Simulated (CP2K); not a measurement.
SnSe:

```
CELL_PARAMETERS angstrom
4.25678 0.00000 0.00000
2.12839 3.68648 0.00000
2.12839 1.22883 3.47565
ATOMIC_POSITIONS crystal
Sn 0.00000 0.00000 0.00000
Se 0.50000 0.50000 0.50000
```

Measurements of this composition are mostly on another form, of space group No. 62.

Base run:

| Quantity | Value |
| --- | --- |
| Program | CP2K 2026.2 |
| Functional | r2SCAN |
| Potentials or basis | POTENTIAL_UZH Sn GTH-SCAN-q4, Se GTH-SCAN-q6; TZVP-MOLOPT-SCAN-GTH basis |
| Density cutoff | 9184 eV |
| k mesh | 8 × 8 × 8 |
| Occupations | fermi-dirac, width 0.05 eV |
| Spin | no spin polarisation |

Its results: pressure -2.2 GPa.

Task: The run is repeated on the same cell with these changes: functional from r2SCAN to TASK; occupations from fermi-dirac, width 0.05 eV to fermi-dirac, width 0.01 eV. What comes out?

Result: Pressure 0.7 GPa.

Caveats: the basis of atomic orbitals isn't converged, which shifts pressures, moduli and gaps; the potentials were made for another functional, which shifts forces and pressure (some runs).

Not every run made on this cell is shown here.
